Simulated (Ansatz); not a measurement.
Runs of Ansatz 0.2.0 on Zr. The typed cell holds 2 atoms: a = 3.232 Å, b = 3.232 Å, c = 5.147 Å, α = 90.00°, β = 90.00°, γ = 120.00°. 

| task | level | spin | cell | k mesh | cutoff (eV) | points for each segment of the path | target pressure (GPa) | gap on the mesh (eV) | pressure (GPa) | largest force (eV/Å) |
| --- | --- | --- | --- | --- | --- | --- | --- | --- | --- | --- |
| relaxation of cell and atoms | PBEsol | off | relaxed from: atom 2 moved 0.06 Å | 9 × 9 × 5 | 420 | - | - | none | 0.0 | - |
| band structure | r2SCAN | off | atom 2 moved 0.06 Å | 7 × 7 × 4 | 500 | 14 | - | none | 1.1 | 0.13 |
| band structure | revPBE | off | atom 2 moved 0.06 Å | 9 × 9 × 5 | 420 | 14 | - | none | (c) | 0.17 |
| band structure | r2SCAN | SOC, no magnetisation | atom 2 moved 0.06 Å | 7 × 7 × 4 | 500 | 14 | - | none | 1.1 | 0.13 |
| band structure | LDA | off | atom 2 moved 0.06 Å | 9 × 9 × 5 | 420 | 14 | - | none | -6.0 | 0.14 |
| relaxation of cell and atoms | PBEsol | off | relaxed to 2 GPa from: atom 2 moved 0.06 Å | 9 × 9 × 5 | 420 | - | 2 | none | 2.0 | - |
| band structure | r2SCAN | off | atom 2 moved 0.06 Å | 9 × 9 × 5 | 500 | 14 | - | none | 0.9 | 0.16 |
| band structure | BLYP | off | atom 2 moved 0.06 Å | 9 × 9 × 5 | 420 | 14 | - | none | 3.7 | (a) |
| band structure | PBEsol | off | atom 2 moved 0.06 Å | 9 × 9 × 5 | 420 | 14 | - | none | -3.2 | 0.15 |
| band structure | RPBE | off | atom 2 moved 0.06 Å | 9 × 9 × 5 | 420 | 14 | - | none | (b) | 0.17 |

Alike in all rows: potentials or basis Ansatz PAW; smearing fermi-dirac 0.05 eV.

Task: Fill in the values left out.

Result: (a) 0.18; (b) 2.8; (c) 2.1.

Caveats: the PAW data sets come from PBE, with cores solved anew for the run's functional, which leaves a small shift of forces and pressure; the plane-wave basis is chosen anew once the cell has moved, so the energies of steps on either side of that aren't comparable (some runs).

A k mesh can miss the band edges, and rows without SOC leave out spin-orbit coupling on Zr.

A gap of «none» marks a metal or a gap under the smearing width.

Runs at the PBE level aren't shown here.
